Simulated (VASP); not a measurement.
Nb:

```
Nb
1.0
     2.94168    0.00000    0.00000
    -1.47084    2.54757    0.00000
     0.00000    0.00000    4.80377
Nb
2
Cartesian
  0.0000 1.6984 1.2009
  1.4708 0.8492 3.6028
```

This isn't the form of Nb at room conditions, which is bcc.

```yaml
Program: VASP 6.6.1
Task: relaxation of cell and atoms
Functional: PBEsol
Potentials_or_basis: VASP PAW PBE potentials, release 64 (Nb_sv)
Cutoff: 600 eV
k_mesh: 18 × 18 × 10
Occupations: gaussian, width 0.1 eV
Spin: no spin polarisation
```

At the start: pressure -0.1 GPa; volume 18.00 Å³/atom.

Q: Where does the relaxation end?

A: Over 10 steps the energy falls by 58.9 meV/atom; space group P6_3/mmc (No. 194, to 0.05 Å).

The path:
```tsv
step	energy change (eV)	largest force (eV/Å)	pressure (GPa)	volume (Å³)
1	0.0000	0.0000	-0.07	36.00
2	-0.0687	0.0000	0.18	35.93
3	-0.0289	0.0000	4.49	35.40
4	-0.1146	0.0000	0.88	35.79
5	-0.1165	0.0000	1.32	35.73
6	-0.1168	0.0000	1.22	35.75
7	-0.1114	0.0000	-2.98	36.65
8	-0.1177	0.0000	0.00	36.00
9	-0.1177	0.0000	0.03	35.99
10	-0.1177	0.0000	0.01	35.99
```

Final structure:
```
Nb
1.0
     2.83219    0.00000    0.00000
    -1.41609    2.45275    0.00000
     0.00000    0.00000    5.18149
Nb
2
Direct
  0.33333 0.66667 0.25000
  0.66667 0.33333 0.75000
```

Caveat: the PAW data sets were made with another functional, which shifts forces and pressure a little.
